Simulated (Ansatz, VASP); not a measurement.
# Two plane-wave programs on Ge

```
CELL_PARAMETERS angstrom
0.00000 2.82891 2.82891
2.82891 0.00000 2.82891
2.82891 2.82891 0.00000
ATOMIC_POSITIONS crystal
Ge 0.75000 0.75000 0.75000
Ge 0.50000 0.50000 0.50000
```

Alike in both runs: task single point; functional PBE; k mesh 8 × 8 × 8; occupations gaussian, width 0.013 eV; no spin polarisation.

|  | VASP | Ansatz |
| --- | --- | --- |
| version | VASP 6.6.1 | Ansatz 0.2.0 |
| potentials or method | VASP PAW PBE potentials, release 64 (Ge_d) | Ansatz PAW |
| plane-wave cutoff (eV) | 520 | 420 |
| valence electrons in the cell | 28 | 28 |

Ansatz gave:

| Item | Value |
| --- | --- |
| gap on the k mesh at the Fermi level (eV) | 0.03 |
| least direct gap on the mesh (eV) | 0.03 |
| pressure (GPa) | 3.6 |

Which values does VASP return?

gap on the k mesh at the Fermi level (eV): 0.03; least direct gap on the mesh (eV): 0.03; pressure (GPa): 3.5.

A k mesh can miss the band edges. PBE gaps usually lie below the measured ones, often by a third to a half.
